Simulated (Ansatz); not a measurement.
# SiC: a line through a two-coordinate scan

Aim: follow the energy of SiC (F-43m, No. 216; 4 atoms in the cell) along one coordinate, strain +e along z and -e/2 along x and y, with the other held at amplitude of mode 10 (775 cm⁻¹) = 0.000 Å.

The COD entry's cell or inner coordinates are ideal or old and differ from later refinements, so a difference from it is no clean test against experiment.

Computed with Ansatz 0.2.0 (DFT PBE, scalar-relativistic, plane waves, PAW, unless a step's input says otherwise).

1 further run of the same task is left out (set aside as unsound or not needed).

## (1) The structure to begin with

The structure is cubic, space group F-43m (No. 216). The conventional cell has a = 4.380 Å, b = 4.380 Å, c = 4.380 Å, α = 90.00°, β = 90.00°, γ = 90.00°. Si (site symmetry -43m) is surrounded by 4 C at 1.90 Å. Around C (site symmetry -43m) lie 4 Si at 1.90 Å.

Coordinates:

```
CELL_PARAMETERS angstrom
0.00000 2.18983 2.18983
2.18983 0.00000 2.18983
2.18983 2.18983 0.00000
ATOMIC_POSITIONS crystal
Si 0.00000 0.00000 0.00000
C 0.75000 0.75000 0.75000
```

It is the result of an earlier relaxation at this level (volume 10.50 Å³/atom; gap on the mesh: 1.37 eV).

## (2) Plan of the line

The energy is mapped over a normal mode and a strain (zone-centre modes of the cell shown, which folds in the wave vector (0, 1/2, 1/2) of the primitive cell).

- amplitude of mode 10 (775 cm⁻¹), largest displacement in the unstrained cell: 7 values from −0.063 to 0.063 Å
- strain +e along z and -e/2 along x and y: 7 values from −7.00 to 7.00 %

Nothing else is relaxed (the pattern is fixed in fractional coordinates). Energies count from the relaxed high-symmetry cell. Points are written as (first, second).

The modes come from a phonon run on the reference cell, made beforehand.

Displacement patterns for an amplitude of 1 (Å):

```
atom     x1     y1      z1
 Si1  0.000  0.000  -0.428
 Si2  0.000  0.000  -0.428
  C3  0.000  0.000   1.000
  C4  0.000  0.000   1.000
```

## (3) The run at (0.000 Å, −7.00 %)

Input file input.yaml:

```yaml
crystal:
  lattice:
    - [0.0, -2.0365392435, -2.2664710935]
    - [0.0, 2.0365392435, -2.2664710935]
    - [4.5329421871, 0.0, 0.0]
  atoms:
    - { symbol: Si, position: [0.5, 0.5, 0.5] }
    - { symbol: Si, position: [0.0, 0.0, 0.0] }
    - { symbol: C, position: [1.0, 0.5, 0.25] }
    - { symbol: C, position: [0.5, 0.0, 0.75] }
basis:
  ecutwfc: 520.0
kpoints:
  mp_grid: { grid: [10, 10, 6] }
hamiltonian:
  xc: pbe
  pseudopotentials: { kind: paw, azcp: { folder: soft_1 } }
scf:
  occupations: { method: gaussian, width: 0.05 }
output:
  forces: true
  stress: true
  eigenvalues: true
```

Run with:

```bash
ansatz run input.yaml --threads 1 --pin off --max-ram 2048MiB --backend cpu --events-out ev --progress --plain --runs-dir out
```

Further runs follow: the other points of the line.

**Question.** What will these runs give? Wanted: for each run, strain +e along z and -e/2 along x and y; energy; slope; pressure.

**Answer**, as computed:

```
strain +e along z and -e/2 along x and y (%)  step  energy (meV)  slope (meV per %)  pressure (GPa)  band gap on the k-mesh (eV)
                                       −7.00     3           220                −59           −0.09                         0.39
                                       −4.67     4           102                −42           −0.03                         0.69
                                       −2.33     5            26                −22            0.00                         1.02
                                        0.00     –             0                  0            0.00                         1.37
                                        2.33     6            28                 25            0.01                         1.19
                                        4.67     7           118                 52            0.04                         1.01
                                        7.00     8           273                 82            0.13                         0.82
```

Energies count from the relaxed high-symmetry cell. Rows without a step come from runs not printed here or follow by symmetry. Slopes come from the forces (and the stress, where the cell changes), not from differences of energies.

The lowest point of the line is at 0.00 %, 0 meV from the zero. Energies and slopes round the minimum, fitted together, put the minimum at 0.000 %, with a curvature of about 10 meV per %². The highest point computed, at 7.00 %, lies 273 meV above the lowest. This is one cut through a surface in two coordinates; it holds the lowest point sampled, which need not be a minimum. With the other coordinates free, the energies away from the reference would be the same or lower.

The gaps are Kohn-Sham values of a semilocal functional, not quasiparticle or optical gaps. Such gaps usually fall short of the measured ones.
